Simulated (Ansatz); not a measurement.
# In: the cost of one run

Program: Ansatz 0.2.0. Level of theory: DFT PBE, scalar-relativistic, plane waves, PAW. These are calculated values, not measurements.

### Step 1. The starting structure

The structure is hexagonal, space group P6/mmm (No. 191). Conventional cell: a = 5.575 Å, b = 5.575 Å, c = 3.418 Å, α = 90.00°, β = 90.00°, γ = 120.00°. In (site symmetry 6/mmm) is surrounded by 14 In at 3.42 to 3.64 Å. Around In (site symmetry -6m2) lie 11 In at 3.22 to 3.64 Å.

Structure file:

```xyz
3
Lattice="5.5751 0.0000 0.0000 -2.7875 4.8281 0.0000 0.0000 0.0000 3.4177" Properties=species:S:1:pos:R:3 pbc="T T T"
In    0.0000    0.0000    0.0000
In    0.0000    3.2188    1.7089
In    2.7875    1.6094    1.7089
```

This is candidate A: omega type (P6/mmm, No. 191).

(A quick probe on a coarse mesh, which set the mesh and smearing, is not shown.)

### Step 3. Full relaxation (candidate A)

input.yaml

```yaml
crystal:
  lattice:
    - [5.5750530085, 0.0, 0.0]
    - [-2.7875265043, 4.8281375328, 0.0]
    - [0.0, 0.0, 3.4177498878]
  atoms:
    - { symbol: In, position: [0.0, 0.0, 0.0] }
    - { symbol: In, position: [0.3333333333, 0.6666666667, 0.5] }
    - { symbol: In, position: [0.6666666667, 0.3333333333, 0.5] }
basis:
  ecutwfc: 420
kpoints:
  mp_grid: { grid: [9, 9, 12] }
hamiltonian:
  xc: pbe
scf:
  occupations: { method: gaussian, width: 0.1 }
output:
  forces: true
  stress: true
  eigenvalues: true
relax:
  adjacent_minimum: "off"
  f_tol: 0.01
  max_steps: 80
  cell: { stress_tol: 0.05 }
```

**Question.** How long does this run take on 1 thread of an Arm CPU, shared host, and how much memory does it need?

About 84 s, with a peak of 0.44 GiB.
